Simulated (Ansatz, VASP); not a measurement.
## K: VASP beside Ansatz

INCAR

```
ALGO     = Normal         # electronic algorithm
EDIFF    = 1E-6           # SCF threshold, eV
ENCUT    = 520            # plane-wave cutoff, eV
GGA      = RP             # functional
ISIF     = 2              # what is computed and relaxed
ISMEAR   = -1             # smearing method
LASPH    = T              # aspherical terms in the spheres
LCHARG   = F              # write CHGCAR
LREAL    = F              # projectors in reciprocal space
LWAVE    = F              # write WAVECAR
NBANDS   = 10             # bands
NELM     = 80             # most SCF steps
PREC     = Accurate       # precision mode
SIGMA    = 0.1            # smearing width, eV
```

The input KPOINTS:

```
k-points
0
Gamma
  9 9 9
```

The input POSCAR:

```
K
1.0
    0.0000000000      3.5249200059      3.5249200059
    3.5249200059      0.0000000000      3.5249200059
    3.5249200059      3.5249200059      0.0000000000
K
1
Direct
    0.0000000000      0.0000000000      0.0000000000
```

Input for Ansatz:

```yaml
crystal:
  lattice:
    - [0.0, 3.5249200059, 3.5249200059]
    - [3.5249200059, 0.0, 3.5249200059]
    - [3.5249200059, 3.5249200059, 0.0]
  atoms:
    - { symbol: K, position: [0.0, 0.0, 0.0] }
hamiltonian:
  xc: rpbe
  pseudopotentials:
    kind: paw
    azcp:
      K: "pseudopotentials/K.paw.azcp"
basis:
  ecutwfc: 420
  fft_grid_basis: typed
kpoints:
  mp_grid: { grid: [9, 9, 9], shift: [0, 0, 0] }
magnetization:
  spin_polarized: false
scf:
  occupations: { method: fermi_dirac, width: 0.1 }
  lower_state_search: "off"
output:
  stress: true
```

Alike in both runs: task single point; functional RPBE; k mesh 9 × 9 × 9; occupations fermi-dirac, width 0.1 eV; no spin polarisation.

```csv
,VASP,Ansatz
version,VASP 6.6.1,Ansatz 0.2.0
potentials or method,"VASP PAW PBE potentials, release 64 (K_sv)","plane waves (420 eV) with PAW, scalar-relativistic"
plane-wave cutoff (eV),520,420
valence electrons in the cell,9,9
```

```tsv
	VASP	Ansatz	Ansatz less VASP
pressure (GPa)	-0.2	-0.2	+0.01
```

The functional is the same, so the differences come from potentials, cutoffs and numerics.

Caveats: the PAW data sets were made with another functional, which shifts forces and pressure a little (VASP).
